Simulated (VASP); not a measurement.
# SnSe2 (Fm-3m) in VASP: notebook

The runs below take SnSe2 through single point, with HSE06, PBEsol.

Everything below comes from runs of VASP 6.6.1. Logs are shortened: lines on timing, memory, paths and dates and some standing lists are left out, and cuts for length are marked.

**1. Starting point**

The structure is cubic, space group Fm-3m (No. 225). The conventional cell has a = 6.814 Å, b = 6.814 Å, c = 6.814 Å, α = 90.00°, β = 90.00°, γ = 90.00°. Around Sn (site symmetry m-3m) lie 8 Se at 2.95 Å. Around Se (site symmetry -43m) lie 4 Sn at 2.95 Å.

The cell was built by a generator and needn't be a form met in nature.

**2. Single point, HSE06**

File POSCAR:

```
SnSe2
1.0
    0.0000000000      3.4068553633      3.4068553633
    3.4068553633      0.0000000000      3.4068553633
    3.4068553633      3.4068553633      0.0000000000
Sn Se
1 2
Direct
    0.0000000000      0.0000000000      0.0000000000
    0.2500000000      0.2500000000      0.2500000000
    0.7500000000      0.7500000000      0.7500000000
```

File INCAR.step1:

```
SYSTEM = SnSe2
ALGO = Normal ; EDIFF = 1E-5
ENCUT = 520 ; GGA = PE
ISIF = 2 ; ISMEAR = -1
LASPH = .TRUE. ; LCHARG = .FALSE.
LREAL = .FALSE. ; LWAVE = .TRUE.
NBANDS = 20 ; NELM = 80
PREC = Accurate ; SIGMA = 0.02
```

File INCAR.step2:

```
SYSTEM = SnSe2
ALGO = Normal ; EDIFF = 1E-6
ENCUT = 520 ; GGA = PE
HFSCREEN = 0.2079 ; ISIF = 2
ISMEAR = -1 ; ISTART = 1
LASPH = .TRUE. ; LCHARG = .FALSE.
LHFCALC = .TRUE. ; LREAL = .FALSE.
LWAVE = .FALSE. ; NBANDS = 20
NELM = 80 ; PREC = Accurate
PRECFOCK = Normal ; SIGMA = 0.02
```

File KPOINTS:

```
k-points
0
G
  4 4 4
  0 0 0
```

Potentials or basis: VASP PAW PBE potentials, release 64 (Sn_d, Se).

Command:

```
cat potpaw_PBE.64/Sn_d/POTCAR potpaw_PBE.64/Se/POTCAR > POTCAR
cp INCAR.step1 INCAR
mpirun -np 1 vasp_std > vasp.out
cp INCAR.step2 INCAR
mpirun -np 1 vasp_std > vasp.out
```

OUTCAR:

```text
SYSTEM = SnSe2
   EDIFF = 1E-6
   ENCUT = 520
   GGA = PE
   HFSCREEN = 0.2079
   ISIF = 2
   ISMEAR = -1
   ISTART = 1
   LASPH = .TRUE.
   LHFCALC = .TRUE.
   LREAL = .FALSE.
   NELM = 80
   PREC = Accurate
   PRECFOCK = Normal

 ion  position               nearest neighbor table
   1  0.000  0.000  0.000-   3 2.95   3 2.95   3 2.95   2 2.95   3 2.95   2 2.95   2 2.95   2 2.95

   2  0.250  0.250  0.250-   1 2.95   1 2.95   1 2.95   1 2.95
   3  0.750  0.750  0.750-   1 2.95   1 2.95   1 2.95   1 2.95

  LATTYP: Found a face centered cubic cell.
 ALAT       =     6.8137107266

  Lattice vectors:

 A1 = (   0.0000000000,   3.4068553633,   3.4068553633)
 A2 = (   3.4068553633,   0.0000000000,   3.4068553633)
 A3 = (   3.4068553633,   3.4068553633,   0.0000000000)

Analysis of symmetry for initial positions (statically):
=====================================================================
 Subroutine PRICEL returns:
 Original cell was already a primitive cell.

 Routine SETGRP: Setting up the symmetry group for a
 face centered cubic supercell.

 Subroutine GETGRP returns: Found 48 space group operations
 (whereof 48 operations were pure point group operations)
 out of a pool of 48 trial point group operations.

The static configuration has the point symmetry O_h .

Analysis of symmetry for dynamics (positions and initial velocities):
=====================================================================
 Subroutine PRICEL returns:
 Original cell was already a primitive cell.

 Routine SETGRP: Setting up the symmetry group for a
 face centered cubic supercell.

 Subroutine GETGRP returns: Found 48 space group operations
 (whereof 48 operations were pure point group operations)
 out of a pool of 48 trial point group operations.

The dynamic configuration has the point symmetry O_h .

 Subroutine INISYM returns: Found 48 space group operations
 (whereof 48 operations are pure point group operations),
 and found     1 'primitive' translations

----------------------------------------------------------------------------------------

                                     Primitive cell

  volume of cell :      79.0844

  direct lattice vectors                    reciprocal lattice vectors
     0.000000000  3.406855363  3.406855363    -0.146762908  0.146762908  0.146762908
     3.406855363  0.000000000  3.406855363     0.146762908 -0.146762908  0.146762908
     3.406855363  3.406855363  0.000000000     0.146762908  0.146762908 -0.146762908

  length of vectors
     4.818021060  4.818021060  4.818021060     0.254200813  0.254200813  0.254200813

  position of ions in fractional coordinates (direct lattice)
     0.000000000  0.000000000  0.000000000
     0.250000000  0.250000000  0.250000000
     0.750000000  0.750000000  0.750000000

  ion indices of the primitive-cell ions
   primitive index   ion index
                 1           1
                 2           2
                 3           3

----------------------------------------------------------------------------------------

 KPOINTS: k-points

Automatic generation of k-mesh.
 Grid dimensions read from file:
 generate k-points for:    4    4    4

 Generating k-lattice:

  Cartesian coordinates                     Fractional coordinates (reciprocal lattice)
    -0.036690727  0.036690727  0.036690727     0.250000000  0.000000000  0.000000000
     0.036690727 -0.036690727  0.036690727     0.000000000  0.250000000  0.000000000
     0.036690727  0.036690727 -0.036690727     0.000000000  0.000000000  0.250000000

  Length of vectors
     0.063550203  0.063550203  0.063550203

  Shift w.r.t. Gamma in fractional coordinates (k-lattice)
     0.000000000  0.000000000  0.000000000

 Subroutine IBZKPT returns following result:
 ===========================================

 Found      8 irreducible k-points:

 Following reciprocal coordinates:
            Coordinates               Weight
  0.000000  0.000000  0.000000      1.000000
  0.250000  0.000000  0.000000      8.000000
  0.500000  0.000000  0.000000      4.000000
  0.250000  0.250000  0.000000      6.000000
  0.500000  0.250000  0.000000     24.000000
 -0.250000  0.250000  0.000000     12.000000
  0.500000  0.500000  0.000000      3.000000
 -0.250000  0.500000  0.250000      6.000000
   k-points           NKPTS =      8   k-points in BZ     NKDIM =     64   number of bands    NBANDS=     20
   number of dos      NEDOS =    301   number of ions     NIONS =      3
   total plane-waves  NPLWV =  46656
   dimension x,y,z NGX =    36 NGY =   36 NGZ =   36
   dimension x,y,z NGXF=    72 NGYF=   72 NGZF=   72
   ions per type =               1   2
   NGX,Y,Z   is equivalent  to a cutoff of  12.42, 12.42, 12.42 a.u.
   NGXF,Y,Z  is equivalent  to a cutoff of  24.84, 24.84, 24.84 a.u.
 SYSTEM =  SnSe2
   PREC   = accura    normal or accurate (medium, high low for compatibility)
   ISTART =      1    job   : 0-new  1-cont  2-samecut
   ICHARG =      0    charge: 1-file 2-atom 10-const
   ISPIN  =      1    spin polarized calculation?
   LNONCOLLINEAR =      F non collinear calculations
   LSORBIT =      F    spin-orbit coupling
   LASPH  =      T    aspherical Exc in radial PAW
   ENCUT  =  520.0 eV  38.22 Ry    6.18 a.u.   8.96  8.96  8.96*2*pi/ulx,y,z
   NELM   =     80;   NELMIN=  2; NELMDL=  0     # of ELM steps
   EDIFF  = 0.1E-05   stopping-criterion for ELM
   LREAL  =      F    real-space projection
   EDIFFG = 0.1E-04   stopping-criterion for IOM
   NSW    =      0    number of steps for IOM
   IBRION =     -1    ionic relax: 0-MD 1-quasi-New 2-CG
   NFREE  =      0    steps in history (QN), initial steepest desc. (CG)
   ISIF   =      2    stress and relaxation
   ISYM   =      3    0-nonsym 1-usesym 2-fastsym
   POTIM  = 0.5000    time-step for ionic-motion
   TEBEG  =    0.0;   TEEND  =   0.0 temperature during run
   PSTRESS=    0.0 pullay stress
   NELECT =      26.0000    total number of electrons
   NUPDOWN=      -1.0000    fix difference up-down
   EMIN   =  10.00;   EMAX   =-10.00  energy-range for DOS
   EFERMI =   0.00;   METHOD = LEGACY
   ISMEAR =    -1;   SIGMA  =   0.02  broadening in eV -4-tet -1-fermi 0-gaus
   EFERMI_NEDOS =   21; number of points for ismear=-14 and -15
   IALGO  =     38    algorithm
   IMIX   =      1    mixing-type and parameters
     AMIX     =   0.40;   BMIX     =  1.00
     AMIX_MAG =   1.60;   BMIX_MAG =  1.00
  volume/ion in A,a.u.               =      26.36       177.90
  Fermi-wavevector in a.u.,A,eV,Ry     =   1.129888  2.135180 17.369851  1.276648
  Thomas-Fermi vector in A             =   2.266583
   LORBIT       =      0    0 simple, 1 ext, 2 COOP (PROOUT), +10 PAW based schemes
   GGA     = PE    functional components
   LHFCALC =     T    Hartree Fock is set to
   PRECFOCK=normal    Normal, Fast or Accurate (Low or Medium for compatibility)
   ENCUT4O =  -1.0   cutoff for four orbital integrals eV
   NKREDX  =     1    reduce k-point grid by
   NKREDY  =     1    reduce k-point grid by
   NKREDZ  =     1    reduce k-point grid by
   AEXX    =    0.2500 exact exchange contribution
   HFSCREEN=    0.2079 screening length (either q_TF or 0.3 A-1)
   HFSCREENC=   0.2079 screening length for correlation (either q_TF or 0.3 A-1)
   ENCUTFOCK=  -1.0 apply spherical cutoff to Coloumb kernel
   IVDW    =     0    specifies the selected vdW correction
   LEPSILON=     F    determine dielectric tensor
   LRPA    =     F    only Hartree local field effects (RPA)
 non-spin polarized calculation
  energy-cutoff  :      520.00
  volume of cell :       79.08
 maximum number of plane-waves:      2148
  NGX = 28; NGY = 28; NGZ = 28

 number of electron      26.0000002 magnetization

 Free energy of the ion-electron system (eV)
  ---------------------------------------------------
  ext. energy  EPLUGINS =         0.00000000
  ---------------------------------------------------
  free energy    TOTEN  =       -12.69604942 eV

  energy without entropy =      -12.68794814  energy(sigma->0) =      -12.69199878

 E-fermi :   4.4408     XC(G=0):  -7.8659

 val. band max:        4.2411063879   @ k =  -0.2500   0.5000   0.2500
 cond. band min:       4.4558637365   @ k =   0.5000   0.5000   0.0000
 fundamental gap:      0.2147573486
 Fermi energy:         4.4408046322

 k-point     1 :       0.0000    0.0000    0.0000
  band No.  band energies     occupation
      1     -19.6024      2.00000
      2     -19.6024      2.00000
      3     -19.6024      2.00000
      4     -19.5783      2.00000
      5     -19.5783      2.00000
      6     -11.2761      2.00000
[... 12 lines left out ...]
     19      10.8542      0.00000
     20      11.6187      0.00000

 k-point     2 :       0.2500    0.0000    0.0000
  band No.  band energies     occupation
      1     -19.6051      2.00000
      2     -19.6003      2.00000
      3     -19.6003      2.00000
      4     -19.5782      2.00000
      5     -19.5782      2.00000
      6     -10.8432      2.00000
[... 12 lines left out ...]
     19      12.3188      0.00000
     20      13.0275      0.00000

 k-point     3 :       0.5000    0.0000    0.0000
  band No.  band energies     occupation
      1     -19.6080      2.00000
      2     -19.5984      2.00000
      3     -19.5984      2.00000
      4     -19.5778      2.00000
      5     -19.5778      2.00000
      6      -9.7771      2.00000
[... 12 lines left out ...]
     19      12.7396      0.00000
     20      12.7396      0.00000

 k-point     4 :       0.2500    0.2500    0.0000
  band No.  band energies     occupation
      1     -19.6085      2.00000
      2     -19.5981      2.00000
      3     -19.5981      2.00000
      4     -19.5794      2.00000
      5     -19.5772      2.00000
      6     -10.7316      2.00000
[... 12 lines left out ...]
     19      12.9646      0.00000
     20      13.6461      0.00000

 k-point     5 :       0.5000    0.2500    0.0000
  band No.  band energies     occupation
      1     -19.6086      2.00000
      2     -19.5987      2.00000
      3     -19.5960      2.00000
      4     -19.5793      2.00000
      5     -19.5771      2.00000
      6      -9.9649      2.00000
[... 12 lines left out ...]
     19      13.2368      0.00000
     20      14.2213      0.00000

 k-point     6 :      -0.2500    0.2500    0.0000
  band No.  band energies     occupation
      1     -19.6045      2.00000
      2     -19.6016      2.00000
      3     -19.5979      2.00000
      4     -19.5783      2.00000
      5     -19.5780      2.00000
      6     -10.2081      2.00000
[... 12 lines left out ...]
     19      13.7214      0.00000
     20      14.3361      0.00000

 k-point     7 :       0.5000    0.5000    0.0000
  band No.  band energies     occupation
      1     -19.6146      2.00000
      2     -19.5938      2.00000
      3     -19.5938      2.00000
      4     -19.5804      2.00000
      5     -19.5761      2.00000
      6      -9.9700      2.00000
[... 12 lines left out ...]
     19      12.6493      0.00000
     20      13.6709      0.00000

 k-point     8 :      -0.2500    0.5000    0.2500
  band No.  band energies     occupation
      1     -19.6043      2.00000
      2     -19.6043      2.00000
      3     -19.5939      2.00000
      4     -19.5794      2.00000
      5     -19.5772      2.00000
      6      -9.4997      2.00000
[... 12 lines left out ...]
     19      14.0160      0.00000
     20      14.0160      0.00000

------------------------ aborting loop because EDIFF is reached ----------------------------------------

  FORCE on cell =-STRESS in cart. coord.  units (eV):
  Direction    XX          YY          ZZ          XY          YZ          ZX
  --------------------------------------------------------------------------------------
  -------------------------------------------------------------------------------------
  Total       -0.6070603     -0.6070603     -0.6070603      0.0000000      0.0000000     -0.0000000
  in kB      -12.2984773    -12.2984773    -12.2984773      0.0000000      0.0000000     -0.0000000
  external PRESSURE =     -12.2984773 kB  Pullay stress =       0.0000000 kB

 VOLUME and BASIS-vectors are now :
 -----------------------------------------------------------------------------
  energy-cutoff  :      520.00
  volume of cell :       79.08
      direct lattice vectors                 reciprocal lattice vectors
     0.000000000  3.406855363  3.406855363    -0.146762908  0.146762908  0.146762908
     3.406855363  0.000000000  3.406855363     0.146762908 -0.146762908  0.146762908
     3.406855363  3.406855363  0.000000000     0.146762908  0.146762908 -0.146762908

 POSITION                                       TOTAL-FORCE (eV/Angst)
 -----------------------------------------------------------------------------------
      0.00000      0.00000      0.00000        -0.000000     -0.000000     -0.000000
      1.70343      1.70343      1.70343         0.000000     -0.000000     -0.000000
      5.11028      5.11028      5.11028         0.000000      0.000000      0.000000
 -----------------------------------------------------------------------------------
    total drift:                                0.000000      0.000000     -0.000000

  FREE ENERGIE OF THE ION-ELECTRON SYSTEM (eV)
  ---------------------------------------------------
  free  energy   TOTEN  =       -12.6960494154 eV

  energy  without entropy=      -12.6879481380  energy(sigma->0) =      -12.69199878
```

Wall time 26 min (1 thread of Intel Xeon Platinum 8488C (Sapphire Rapids), shared host); peak memory 0.32 GiB.

Results:

- Free energy: -12.6960 eV
- Pressure: -1.2 GPa
- Band gap on the k mesh: none (metal or under the smearing width)

Caveat: the k mesh is coarse (spacing up to 0.40 Å⁻¹), so the values aren't converged, least of all with exact exchange; the PAW data sets were made with another functional, which shifts forces and pressure a little.

**3. Single point, PBEsol**

File INCAR:

```
PREC = Accurate
ENCUT = 520
EDIFF = 1E-7
ISMEAR = -1
SIGMA = 0.02
LREAL = False
LASPH = True
NELM = 100
ALGO = Fast
ISIF = 2
LWAVE = False
LCHARG = False
GGA = PS
NBANDS = 20
```

File KPOINTS:

```
Automatic mesh
0
Gamma
  4 4 4
```

POSCAR is that of step 2.

Potentials or basis: VASP PAW PBE potentials, release 64 (Sn_d, Se).

Command:

```
cat potpaw_PBE.64/Sn_d/POTCAR potpaw_PBE.64/Se/POTCAR > POTCAR
mpirun -np 1 vasp_std > vasp.out
```

It took 23 s on 1 thread of Intel Xeon Platinum 8488C (Sapphire Rapids), shared host; peak memory 0.19 GiB.

It converged, with:

```
Free energy            : -11.6799 eV
Pressure               : -1.1 GPa
Band gap on the k mesh : none (metal or under the smearing width)
```

Levels at points of the mesh, in eV from the Fermi level:
| k point | band 10 | band 11 | band 12 | band 13 | band 14 | band 15 | band 16 | band 17 |
| --- | --- | --- | --- | --- | --- | --- | --- | --- |
| (0.00, 0.00, 0.00) | -2.82 | -2.82 | -1.43 | -1.43 | -1.43 | 2.00 | 2.00 | 2.00 |
| (0.50, 0.00, 0.00) | -3.15 | -2.92 | -2.03 | -2.03 | 1.14 | 4.09 | 4.09 | 5.60 |
| (0.50, 0.50, 0.00) | -4.62 | -1.22 | 0.24 | 0.24 | 0.75 | 2.61 | 5.40 | 5.40 |

Caveat: the k mesh is coarse (spacing up to 0.40 Å⁻¹), so the values aren't converged; the PAW data sets were made with another functional, which shifts forces and pressure a little.

**4. Single point, PBEsol**

File INCAR:

```
SYSTEM = SnSe2
  PREC = Accurate
  ENCUT = 520
  EDIFF = 1E-6
  ISMEAR = -1
  SIGMA = 0.02
  LREAL = .False.
  LASPH = .True.
  NELM = 100
  ALGO = Normal
  ISIF = 2
  LWAVE = .False.
  LCHARG = .True.
  GGA = PS
  LELF = .True.
  LVHAR = .True.
  NBANDS = 20
```

File KPOINTS:

```
regular mesh
0
Gamma
  4 4 4
  0 0 0
```

POSCAR is that of step 3.

Command:

```
cat potpaw_PBE.64/Sn_d/POTCAR potpaw_PBE.64/Se/POTCAR > POTCAR
mpirun -np 1 vasp_std > vasp.out
```

Run time: 23 s. Hardware: 1 thread of Intel Xeon Platinum 8488C (Sapphire Rapids), shared host; peak memory 0.2 GiB.

It converged, with:

```
Free energy            : -11.6799 eV
Pressure               : -1.1 GPa
Band gap on the k mesh : none (metal or under the smearing width)
```

Levels at points of the mesh, in eV from the Fermi level:
```tsv
k point	band 11	band 12	band 13	band 14	band 15	band 16
(0.00, 0.00, 0.00)	-2.82	-1.43	-1.43	-1.43	2.00	2.00
(0.50, 0.00, 0.00)	-2.92	-2.03	-2.03	1.14	4.09	4.09
(0.50, 0.50, 0.00)	-1.22	0.24	0.24	0.75	2.61	5.40
```

Caveat: the k mesh is coarse (spacing up to 0.40 Å⁻¹), so the values aren't converged; the PAW data sets were made with another functional, which shifts forces and pressure a little.
